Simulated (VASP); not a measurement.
# ZnS (Wurtzite-2H) (P6_3mc) in VASP: further runs

The runs below take ZnS (Wurtzite-2H) through relaxation of cell and atoms, single point, with PBEsol+D3(BJ), PBE, r2SCAN.

Program: VASP 6.6.1. These are calculated values, not measurements. Logs are shortened: lines on timing, memory, paths and dates and some standing lists are left out, and cuts for length are marked.

**Experimental background.**

A printed reference work, monograph reports, for a bulk crystal of ZnS at 4 K: band gap 3.911 eV (direct).

The results are compared with them further down.

## Step 1: Starting point

It takes space group P6_3mc (No. 186, hexagonal). Conventional cell: a = 3.811 Å, b = 3.811 Å, c = 6.234 Å, α = 90.00°, β = 90.00°, γ = 120.00°. Around Zn (site symmetry 3m) lie 4 S at 2.31 to 2.40 Å. S (site symmetry 3m) has 4 Zn at 2.31 to 2.40 Å as nearest neighbours.

## Step 2: Relaxation of cell and atoms, PBEsol+D3(BJ)

File INCAR:

```
PREC     = Accurate       # precision mode
ENCUT    = 600            # plane-wave cutoff, eV
EDIFF    = 1E-6           # SCF threshold, eV
ISMEAR   = -1             # smearing method
SIGMA    = 0.05           # smearing width, eV
LREAL    = F              # projectors in reciprocal space
LASPH    = T              # aspherical terms in the spheres
NELM     = 80             # most SCF steps
ALGO     = Fast           # electronic algorithm
ISIF     = 3              # what is computed and relaxed
LWAVE    = F              # write WAVECAR
LCHARG   = F              # write CHGCAR
GGA      = PS             # functional
IVDW     = 12             # dispersion correction
IBRION   = 2              # ionic algorithm
NSW      = 40             # ionic steps
EDIFFG   = -0.01          # ionic threshold
```

File KPOINTS:

```
regular mesh
0
Gamma
  8 8 5
```

File POSCAR:

```
ZnS
1.0
    3.8110000000      0.0000000000      0.0000000000
   -1.9055000000      3.3004228138      0.0000000000
    0.0000000000      0.0000000000      6.2340000000
Zn S
2 2
Direct
    0.6666666667      0.3333333333      0.5000000000
    0.3333333333      0.6666666667      0.0000000000
    0.6666666667      0.3333333333      0.8850000000
    0.3333333333      0.6666666667      0.3850000000
```

Potentials or basis: VASP PAW PBE potentials, release 64 (Zn, S).

Launch:

```console
$ cat potpaw_PBE.64/Zn/POTCAR potpaw_PBE.64/S/POTCAR > POTCAR
$ mpirun -np 1 vasp_std > vasp.out
```

OUTCAR:

```text
PREC = Accurate
   ENCUT = 600
   EDIFF = 1E-6
   ISMEAR = -1
   LREAL = F
   LASPH = T
   NELM = 80
   ISIF = 3
   GGA = PS
   IVDW = 12
   IBRION = 2
   NSW = 40
   EDIFFG = -0.01
 IVDW          = 12

 ion  position               nearest neighbor table
   1  0.667  0.333  0.500-   4 2.31   4 2.31   4 2.31   3 2.40
   2  0.333  0.667  0.000-   3 2.31   3 2.31   3 2.31   4 2.40
   3  0.667  0.333  0.885-   2 2.31   2 2.31   2 2.31   1 2.40
   4  0.333  0.667  0.385-   1 2.31   1 2.31   1 2.31   2 2.40

  LATTYP: Found a hexagonal cell.
 ALAT       =     3.8110000000
 C/A-ratio  =     1.6357911309

  Lattice vectors:

 A1 = (   3.8110000000,   0.0000000000,   0.0000000000)
 A2 = (  -1.9055000000,   3.3004228138,   0.0000000000)
 A3 = (   0.0000000000,   0.0000000000,   6.2340000000)

Analysis of symmetry for initial positions (statically):
=====================================================================
 Subroutine PRICEL returns:
 Original cell was already a primitive cell.

 Routine SETGRP: Setting up the symmetry group for a
 hexagonal supercell.

 Subroutine GETGRP returns: Found 12 space group operations
 (whereof  6 operations were pure point group operations)
 out of a pool of 24 trial point group operations.

The static configuration has the point symmetry C_3v.
 The point group associated with its full space group is C_6v.

Analysis of symmetry for dynamics (positions and initial velocities):
=====================================================================
 Subroutine PRICEL returns:
 Original cell was already a primitive cell.

 Routine SETGRP: Setting up the symmetry group for a
 hexagonal supercell.

 Subroutine GETGRP returns: Found 12 space group operations
 (whereof  6 operations were pure point group operations)
 out of a pool of 24 trial point group operations.

The dynamic configuration has the point symmetry C_3v.
 The point group associated with its full space group is C_6v.

 Subroutine INISYM returns: Found 12 space group operations
 (whereof  6 operations are pure point group operations),
 and found     1 'primitive' translations

----------------------------------------------------------------------------------------

                                     Primitive cell

  volume of cell :      78.4107

  direct lattice vectors                    reciprocal lattice vectors
     3.811000000  0.000000000  0.000000000     0.262398321  0.151495741  0.000000000
    -1.905500000  3.300422814  0.000000000     0.000000000  0.302991482  0.000000000
     0.000000000  0.000000000  6.234000000     0.000000000  0.000000000  0.160410651

  length of vectors
[... 87 lines left out ...]
   LREAL  =      F    real-space projection
   EDIFFG = -.1E-01   stopping-criterion for IOM
   NSW    =     40    number of steps for IOM
   IBRION =      2    ionic relax: 0-MD 1-quasi-New 2-CG
   NFREE  =      1    steps in history (QN), initial steepest desc. (CG)
   ISIF   =      3    stress and relaxation
   ISYM   =      2    0-nonsym 1-usesym 2-fastsym
   POTIM  = 0.5000    time-step for ionic-motion
   TEBEG  =    0.0;   TEEND  =   0.0 temperature during run
   PSTRESS=    0.0 pullay stress
   NELECT =      36.0000    total number of electrons
   NUPDOWN=      -1.0000    fix difference up-down
   EMIN   =  10.00;   EMAX   =-10.00  energy-range for DOS
   EFERMI =   0.00;   METHOD = LEGACY
   ISMEAR =    -1;   SIGMA  =   0.05  broadening in eV -4-tet -1-fermi 0-gaus
   EFERMI_NEDOS =   21; number of points for ismear=-14 and -15
   IALGO  =     68    algorithm
   IMIX   =      4    mixing-type and parameters
     AMIX     =   0.40;   BMIX     =  1.00
     AMIX_MAG =   1.60;   BMIX_MAG =  1.00
  volume/ion in A,a.u.               =      19.60       132.29
  Fermi-wavevector in a.u.,A,eV,Ry     =   1.262943  2.386617 21.701647  1.595026
  Thomas-Fermi vector in A             =   2.396326
   LORBIT       =      0    0 simple, 1 ext, 2 COOP (PROOUT), +10 PAW based schemes
   GGA     = PS    functional components
   LHFCALC =     F    Hartree Fock is set to
   AEXX    =    0.0000 exact exchange contribution
   IVDW    =    12    specifies the selected vdW correction
   LEPSILON=     F    determine dielectric tensor
   LRPA    =     F    only Hartree local field effects (RPA)
 conjugate gradient relaxation of ions
 non-spin polarized calculation
 RMM-DIIS sequential band-by-band and
  energy-cutoff  :      600.00
  volume of cell :       78.41
 maximum number of plane-waves:      2643
   NGX = 15   NGY = 15   NGZ = 25

--------------------------------------- Ionic step        1  -------------------------------------------

 number of electron      36.0000045 magnetization

 Free energy of the ion-electron system (eV)
  ---------------------------------------------------
  ext. energy  EPLUGINS =         0.00000000
  ---------------------------------------------------
  free energy    TOTEN  =       -15.14192927 eV

  energy without entropy =      -15.14192927  energy(sigma->0) =      -15.14192927

 E-fermi :   3.0583     XC(G=0):  -9.8694

 val. band max:        2.0701507566   @ k =   0.0000   0.0000   0.0000
 cond. band min:       4.1858959778   @ k =   0.0000   0.0000   0.0000
 fundamental gap:      2.1157452212
 Fermi energy:         3.0582957357

 k-point     1 :       0.0000    0.0000    0.0000
  band No.  band energies     occupation
      1     -11.1391      2.00000
      2     -10.1979      2.00000
      3      -4.3329      2.00000
      4      -4.3329      2.00000
      5      -4.2693      2.00000
      6      -4.2693      2.00000
[... 710 lines left out ...]
  FREE ENERGIE OF THE ION-ELECTRON SYSTEM (eV)
  ---------------------------------------------------
  free  energy   TOTEN  =       -16.2345808100 eV

  energy  without entropy=      -16.2345808099  energy(sigma->0) =      -16.23458081

[... ionic steps 4 to 11 ...]

--------------------------------------- Ionic step       12  -------------------------------------------

 number of electron      35.9999979 magnetization

------------------------ aborting loop because EDIFF is reached ----------------------------------------
[... 79 lines left out ...]
--------------------------------------- Ionic step       14  -------------------------------------------

 number of electron      35.9999982 magnetization

 Free energy of the ion-electron system (eV)
  ---------------------------------------------------
  ext. energy  EPLUGINS =         0.00000000
  ---------------------------------------------------
  free energy    TOTEN  =       -15.15277499 eV

  energy without entropy =      -15.15277499  energy(sigma->0) =      -15.15277499

 E-fermi :   3.5552     XC(G=0): -10.0847

 val. band max:        2.5277333164   @ k =   0.0000   0.0000   0.0000
 cond. band min:       4.8024632677   @ k =   0.0000   0.0000   0.0000
 fundamental gap:      2.2747299513
 Fermi energy:         3.5552460489

 k-point     1 :       0.0000    0.0000    0.0000
  band No.  band energies     occupation
      1     -11.0302      2.00000
      2      -9.9839      2.00000
      3      -4.0790      2.00000
      4      -4.0583      2.00000
      5      -4.0583      2.00000
      6      -3.9679      2.00000
[... 626 lines left out ...]
  FREE ENERGIE OF THE ION-ELECTRON SYSTEM (eV)
  ---------------------------------------------------
  free  energy   TOTEN  =       -16.2428054356 eV

  energy  without entropy=      -16.2428054356  energy(sigma->0) =      -16.24280544

 reached required accuracy - stopping structural energy minimisation
```

CONTCAR:

```text
ZnS
   1.00000000000000
     3.7497065068521342    0.0000000000000000    0.0000000000000000
    -1.8748532534260671    3.2473410916483454   -0.0000000000000000
    -0.0000000000000000    0.0000000000000000    6.1572002304810258
  Zn              S
     2     2
Direct
     0.6666666667000030    0.3333333332999970    0.5056026567405707
     0.3333333332999970    0.6666666667000030    0.0056026567405708
     0.6666666667000030    0.3333333332999970    0.8793973432594273
     0.3333333332999970    0.6666666667000030    0.3793973432594272

  0.00000000E+00  0.00000000E+00  0.00000000E+00
  0.00000000E+00  0.00000000E+00  0.00000000E+00
  0.00000000E+00  0.00000000E+00  0.00000000E+00
  0.00000000E+00  0.00000000E+00  0.00000000E+00
```

Wall time 10 min (1 thread of Intel Xeon Platinum 8488C (Sapphire Rapids), shared host); peak memory 0.24 GiB.

What came out:

```yaml
Free_energy: -16.2428 eV
Relaxed_volume: 18.74 Å³/atom
Relaxed_cell: a = 3.750 Å, b = 3.750 Å, c = 6.157 Å, α = 90.00°, β = 90.00°, γ = 120.00°
Space_group_after_relaxing_to_0.05_Å: P6_3mc (No. 186)
Energy_gained_by_relaxing: 14.6 meV/atom
Ionic_steps: 14
Pressure_after_relaxing: 0.0 GPa
Largest_force_after_relaxing: 0.007 eV/Å
Band_gap_on_the_k_mesh: 2.27 eV, direct
Dispersion_energy_per_atom: -0.273 eV
```

Forces on the atoms (eV/Å):
```
Zn   0.000  0.000 -0.007
Zn   0.000  0.000 -0.007
S    0.000  0.000  0.007
S    0.000  0.000  0.007
```

The path:
| step | energy change (eV) | largest force (eV/Å) | pressure (GPa) | volume (Å³) |
| --- | --- | --- | --- | --- |
| 1 | 0.0000 | 0.3074 | -3.36 | 78.41 |
| 2 | -0.0470 | 0.1324 | 1.45 | 73.83 |
| 3 | -0.0501 | 0.1818 | 0.30 | 74.73 |
| 4 | -0.0501 | 0.1768 | 0.44 | 74.66 |
| 5 | -0.0545 | 0.0505 | 0.19 | 74.88 |
| 6 | -0.0547 | 0.0092 | 0.12 | 74.95 |
| 7 | -0.0573 | 0.0101 | -0.17 | 75.20 |
| 8 | -0.0576 | 0.0095 | -0.44 | 75.42 |
| 9 | -0.0577 | 0.0112 | -0.48 | 75.36 |
| 10 | -0.0581 | 0.0134 | 0.16 | 74.81 |
| 11 | -0.0583 | 0.0127 | -0.06 | 75.02 |
| 12 | -0.0583 | 0.0111 | 0.04 | 75.01 |
| 13 | -0.0583 | 0.0137 | -0.02 | 75.02 |
| 14 | -0.0583 | 0.0066 | 0.00 | 74.97 |

Final structure:
```yaml
crystal:
  lattice:
    - [3.74971, 0.00000, 0.00000]
    - [-1.87485, 3.24734, 0.00000]
    - [0.00000, 0.00000, 6.15720]
  atoms:
    - { symbol: Zn, position: [0.66667, 0.33333, 0.50560] }
    - { symbol: Zn, position: [0.33333, 0.66667, 0.00560] }
    - { symbol: S, position: [0.66667, 0.33333, 0.87940] }
    - { symbol: S, position: [0.33333, 0.66667, 0.37940] }
```

Caveat: the PAW data sets were made with another functional, which shifts forces and pressure a little.

## Step 3: Single point, PBE

File INCAR:

```
ALGO = Normal
EDIFF = 1E-6
ENCUT = 520
GGA = PE
ISIF = 2
ISMEAR = 0
LASPH = True
LCHARG = False
LREAL = False
LWAVE = False
NBANDS = 26
NELM = 80
PREC = Accurate
SIGMA = 0.014
```

File KPOINTS:

```
k-points
0
Gamma
  8 8 5
```

POSCAR is that of step 2.

Potentials or basis: VASP PAW PBE potentials, release 64 (Zn, S).

Launch:

```console
$ cat potpaw_PBE.64/Zn/POTCAR potpaw_PBE.64/S/POTCAR > POTCAR
$ mpirun -np 1 vasp_std > vasp.out
```

OUTCAR:

```text
EDIFF = 1E-6
   ENCUT = 520
   GGA = PE
   ISIF = 2
   ISMEAR = 0
   LASPH = True
   LREAL = False
   NELM = 80
   PREC = Accurate

 ion  position               nearest neighbor table
   1  0.667  0.333  0.500-   4 2.31   4 2.31   4 2.31   3 2.40
   2  0.333  0.667  0.000-   3 2.31   3 2.31   3 2.31   4 2.40
   3  0.667  0.333  0.885-   2 2.31   2 2.31   2 2.31   1 2.40
   4  0.333  0.667  0.385-   1 2.31   1 2.31   1 2.31   2 2.40

  LATTYP: Found a hexagonal cell.
[... 1074 lines left out ...]
  FORCE on cell =-STRESS in cart. coord.  units (eV):
  Direction    XX          YY          ZZ          XY          YZ          ZX
  --------------------------------------------------------------------------------------
  -------------------------------------------------------------------------------------
  Total        1.5571086      1.5571086      0.5489968      0.0000000      0.0000000      0.0000000
  in kB       31.8166294     31.8166294     11.2177325      0.0000000      0.0000000      0.0000000
  external PRESSURE =      24.9503304 kB  Pullay stress =       0.0000000 kB

 VOLUME and BASIS-vectors are now :
 -----------------------------------------------------------------------------
  energy-cutoff  :      520.00
  volume of cell :       78.41
      direct lattice vectors                 reciprocal lattice vectors
     3.811000000  0.000000000  0.000000000     0.262398321  0.151495741  0.000000000
    -1.905500000  3.300422814  0.000000000     0.000000000  0.302991482  0.000000000
     0.000000000  0.000000000  6.234000000     0.000000000  0.000000000  0.160410651

 POSITION                                       TOTAL-FORCE (eV/Angst)
 -----------------------------------------------------------------------------------
      1.90550      1.10014      3.11700        -0.000000      0.000000      0.322737
     -0.00000      2.20028      0.00000         0.000000     -0.000000      0.322737
      1.90550      1.10014      5.51709         0.000000      0.000000     -0.322737
     -0.00000      2.20028      2.40009        -0.000000      0.000000     -0.322737
 -----------------------------------------------------------------------------------
    total drift:                               -0.000000     -0.000000      0.000471

  FREE ENERGIE OF THE ION-ELECTRON SYSTEM (eV)
  ---------------------------------------------------
  free  energy   TOTEN  =       -13.6538120689 eV

  energy  without entropy=      -13.6538120689  energy(sigma->0) =      -13.65381207
```

stdout:

```text
POSCAR found type information on POSCAR ZnS
 POSCAR found :  2 types and       4 ions
 scaLAPACK will be used
 LDA part: xc-table for (Slater+PW92), standard interpolation
 POSCAR, INCAR and KPOINTS ok, starting setup
 FFT: planning ... GRIDC
 FFT: planning ... GRID_SOFT
 FFT: planning ... GRID
 WAVECAR not read
 entering main loop
```

Wall time 48 s (1 thread of Intel Xeon Platinum 8488C (Sapphire Rapids), shared host); peak memory 0.2 GiB.

Results:

```
Free energy            : -13.6538 eV
Pressure               : 2.5 GPa
Largest force          : 0.323 eV/Å
Band gap on the k mesh : 2.25 eV, direct
```

Forces in eV/Å, atoms in the order of the input:
```
Zn   0.000  0.000  0.323
Zn   0.000  0.000  0.323
S    0.000  0.000 -0.323
S    0.000  0.000 -0.323
```

Levels at points of the mesh, in eV from the valence-band top:
| k point | band 16 | band 17 | band 18 | band 19 | band 20 | band 21 |
| --- | --- | --- | --- | --- | --- | --- |
| (0.00, 0.00, 0.00) | -0.01 | -0.01 | 0.00 | 2.25 | 3.00 | 6.30 |
| (0.50, 0.00, 0.00) | -2.25 | -1.56 | -0.98 | 3.62 | 4.27 | 5.18 |

## Step 4: Single point, PBE

File INCAR:

```
SYSTEM = ZnS
  PREC = Accurate
  ENCUT = 520
  EDIFF = 1E-6
  ISMEAR = 0
  SIGMA = 0.020999999999999998
  LREAL = .FALSE.
  LASPH = .TRUE.
  NELM = 80
  ALGO = Fast
  ISIF = 2
  LWAVE = .FALSE.
  LCHARG = .TRUE.
  GGA = PE
  LELF = .TRUE.
  LVHAR = .TRUE.
```

File KPOINTS:

```
regular mesh
0
G
  8 8 5
  0 0 0
```

POSCAR is that of step 3.

Launch:

```console
$ cat potpaw_PBE.64/Zn/POTCAR potpaw_PBE.64/S/POTCAR > POTCAR
$ mpirun -np 1 vasp_std > vasp.out
```

Run time: 43 s. Hardware: 1 thread of AMD EPYC 9R45 (Zen 5), shared host; peak memory 0.17 GiB.

The run converged. Its results:

| Item | Value |
| --- | --- |
| Free energy | -13.6538 eV |
| Pressure | 2.2 GPa |
| Largest force | 0.323 eV/Å |
| Band gap on the k mesh | 2.25 eV, direct |

Forces on the atoms (eV/Å):
```
Zn   0.000  0.000  0.323
Zn   0.000  0.000  0.323
S    0.000  0.000 -0.323
S    0.000  0.000 -0.323
```

Stress tensor (GPa, compression positive):
```
2.93 0.00 0.00
0.00 2.93 0.00
0.00 0.00 0.87
```

Levels at points of the mesh, in eV from the valence-band top:
```csv
k point,band 15,band 16,band 17,band 18,band 19,band 20,band 21,band 22
"(0.00, 0.00, 0.00)",-0.86,-0.01,-0.01,0.00,2.25,3.00,6.30,6.31
"(0.50, 0.00, 0.00)",-3.16,-2.25,-1.56,-0.98,3.62,4.27,5.18,7.15
```

## Step 5: Relaxation of cell and atoms, r2SCAN

File INCAR:

```
  PREC = Accurate
  ENCUT = 600
  EDIFF = 1E-6
  ISMEAR = -1
  SIGMA = 0.05
  LREAL = False
  LASPH = True
  NELM = 100
  ALGO = Normal
  ISIF = 3
  LWAVE = False
  LCHARG = False
  METAGGA = R2SCAN
  LMIXTAU = True
  IBRION = 2
  NSW = 40
  EDIFFG = -0.01
```

File KPOINTS:

```
regular mesh
0
Gamma
  8 8 5
```

POSCAR is that of step 4.

Launch:

```console
$ cat potpaw_PBE.64/Zn/POTCAR potpaw_PBE.64/S/POTCAR > POTCAR
$ mpirun -np 1 vasp_std > vasp.out
```

It took 18 min on 1 thread of AMD EPYC 9R45 (Zen 5), shared host; peak memory 0.21 GiB.

Results (log left out):

```yaml
Free_energy: -37.7256 eV
Relaxed_volume: 19.60 Å³/atom
Relaxed_cell: a = 3.807 Å, b = 3.807 Å, c = 6.246 Å, α = 90.00°, β = 90.00°, γ = 120.00°
Space_group_after_relaxing_to_0.05_Å: P6_3mc (No. 186)
Energy_gained_by_relaxing: 5.5 meV/atom
Ionic_steps: 10
Pressure_after_relaxing: 0.0 GPa
Band_gap_on_the_k_mesh: 2.79 eV, direct
```

Step by step:
| step | energy change (eV) | largest force (eV/Å) | pressure (GPa) | volume (Å³) |
| --- | --- | --- | --- | --- |
| 1 | 0.0000 | 0.3177 | 0.12 | 78.41 |
| 2 | -0.0156 | 0.1171 | -0.16 | 78.58 |
| 3 | -0.0160 | 0.0743 | -0.19 | 78.61 |
| 4 | -0.0197 | 0.0362 | 0.05 | 78.36 |
| 5 | -0.0211 | 0.0055 | 0.23 | 78.17 |
| 6 | -0.0205 | 0.0587 | 0.57 | 77.79 |
| 7 | -0.0214 | 0.0154 | 0.33 | 78.04 |
| 8 | -0.0216 | 0.0045 | -0.20 | 78.56 |
| 9 | -0.0219 | 0.0046 | 0.09 | 78.31 |
| 10 | -0.0219 | 0.0019 | -0.02 | 78.38 |

Final structure:
```cif
data_structure
_symmetry_space_group_name_H-M 'P 1'
_symmetry_Int_Tables_number 1
_cell_length_a 3.8068
_cell_length_b 3.8068
_cell_length_c 6.2456
_cell_angle_alpha 90.000
_cell_angle_beta 90.000
_cell_angle_gamma 120.000
_cell_volume 78.38
loop_
_atom_site_label
_atom_site_type_symbol
_atom_site_fract_x
_atom_site_fract_y
_atom_site_fract_z
_atom_site_occupancy
Zn1 Zn 0.66667 0.33333 0.50536 1
Zn2 Zn 0.33333 0.66667 0.00536 1
S1 S 0.66667 0.33333 0.87964 1
S2 S 0.33333 0.66667 0.37964 1
```

Levels at points of the mesh, in eV from the valence-band top:
| k point | band 15 | band 16 | band 17 | band 18 | band 19 | band 20 | band 21 | band 22 |
| --- | --- | --- | --- | --- | --- | --- | --- | --- |
| (0.00, 0.00, 0.00) | -0.92 | -0.08 | 0.00 | 0.00 | 2.79 | 3.62 | 6.80 | 6.80 |
| (0.50, 0.00, 0.00) | -3.35 | -2.31 | -1.73 | -0.91 | 4.04 | 4.78 | 5.45 | 7.37 |

Caveat: the PAW data sets were made with another functional, which shifts forces and pressure a little.

## Step 6: Overview

| task | level | cell | cutoff (eV) | smearing | gap on the mesh (eV) | pressure (GPa) | relaxed volume (Å³/atom) | largest force (eV/Å) |
| --- | --- | --- | --- | --- | --- | --- | --- | --- |
| relaxation of cell and atoms | PBEsol+D3(BJ) | relaxed | 600 | fermi-dirac 0.05 eV | 2.27 | 0.0 | 18.74 | 0.01 |
| single point | PBE | as given | 520 | gaussian 0.014 eV | 2.25 | 2.5 | - | 0.32 |
| single point | PBE | as given | 520 | gaussian 0.021 eV | 2.25 | 2.2 | - | 0.32 |
| relaxation of cell and atoms | r2SCAN | relaxed | 600 | fermi-dirac 0.05 eV | 2.79 | 0.0 | 19.60 | - |

Alike in all rows: potentials or basis VASP PAW PBE potentials, release 64 (Zn, S); no spin polarisation; k mesh 8 × 8 × 5.

Caveats: the PAW data sets were made with another functional, which shifts forces and pressure a little (some runs).

Total energies depend on the potentials used, so only differences within one code and one set of settings carry meaning.

## Step 7: How close it comes

Step 3. Measured gap of ZnS: 3.911 eV (direct; 4 K; a printed reference work, monograph). This calculation gives 2.25 eV (-1.66 eV). The value is that of PBE, without temperature or zero-point motion. Semilocal functionals fall short of measured gaps as a rule.

Step 4. Against the measured gap of ZnS, 3.911 eV (direct; 4 K; a printed reference work, monograph), the calculated 2.25 eV is off by -1.66 eV. The value is that of PBE, without temperature or zero-point motion. Semilocal functionals fall short of measured gaps as a rule.
